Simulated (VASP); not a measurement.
A calculation with VASP 6.6.1 of TiAl (ASE script, structure from a POSCAR):

Contents of run.py:

```python
from ase.calculators.vasp import Vasp
from ase.dft.bandgap import bandgap
from ase.io import read

atoms = read('POSCAR')
calc = Vasp(
    directory='calc',
    xc='pbesol',
    pp='PBE',
    setups='gw',
    prec='Accurate',
    encut=550,
    ediff=1e-07,
    ismear=0,
    sigma=0.05,
    lreal=False,
    lasph=True,
    nelm=100,
    algo='Normal',
    isif=2,
    lwave=False,
    lcharg=True,
    lelf=True,
    lvhar=True,
    kpts=[8, 8, 8],
    gamma=True,
    nbands=14,
)
atoms.calc = calc

print('energy (eV):', atoms.get_potential_energy())
print('free energy (eV):', atoms.get_potential_energy(force_consistent=True))
print('forces (eV/A):')
print(atoms.get_forces())
print('stress (eV/A^3, Voigt):', atoms.get_stress())
print('Fermi level (eV):', calc.get_fermi_level())
gap, top, bottom = bandgap(calc)
print('band gap (eV):', gap, 'from (spin, k, band)', top, 'to', bottom)
```

File POSCAR:

```
TiAl
1.0
    3.1790640000      0.0000000000      0.0000000000
    0.0000000000      3.1790640000      0.0000000000
    0.0000000000      0.0000000000      3.1790640000
Ti Al
1 1
Direct
    0.0000000000      0.0000000000      0.0000000000
    0.5000000000      0.5000000000      0.5000000000
```

Potentials or basis: VASP PAW PBE potentials, release 64 (Ti_sv_GW, Al_GW).

Run with:

```sh
$ python run.py
```

The cell comes from a database or a generator and needn't be the stable form of this composition.

Task: Write the same calculation in another form: native input, structure from a POSCAR.

Result: As run:

The input INCAR:

```
ALGO = Fast ; EDIFF = 1E-7
ENCUT = 550 ; GGA = PS
ISIF = 2 ; ISMEAR = 0
LASPH = T ; LCHARG = F
LREAL = F ; LWAVE = F
NELM = 100 ; PREC = Accurate
SIGMA = 0.05
```

File KPOINTS:

```
k-points
0
Gamma
  8 8 8
```

POSCAR

```
TiAl
1.0
    3.1790640000      0.0000000000      0.0000000000
    0.0000000000      3.1790640000      0.0000000000
    0.0000000000      0.0000000000      3.1790640000
Ti Al
1 1
Direct
    0.0000000000      0.0000000000      0.0000000000
    0.5000000000      0.5000000000      0.5000000000
```

Potentials or basis: VASP PAW PBE potentials, release 64 (Ti_sv_GW, Al_GW).

The run is started by

```sh
$ cat potpaw_PBE.64/Ti_sv_GW/POTCAR potpaw_PBE.64/Al_GW/POTCAR > POTCAR
$ mpirun -np 1 vasp_std > vasp.out
```

Both were run:

|  | ASE script, structure from a POSCAR | native input, structure from a POSCAR |
| --- | --- | --- |
| Pressure | -3.1 GPa | -3.1 GPa |
| Band gap on the k mesh | none (metal or under the smearing width) | none (metal or under the smearing width) |

Keys that steer only the numerical path or the files written may differ.

Caveat: the PAW data sets were made with another functional, which shifts forces and pressure a little.
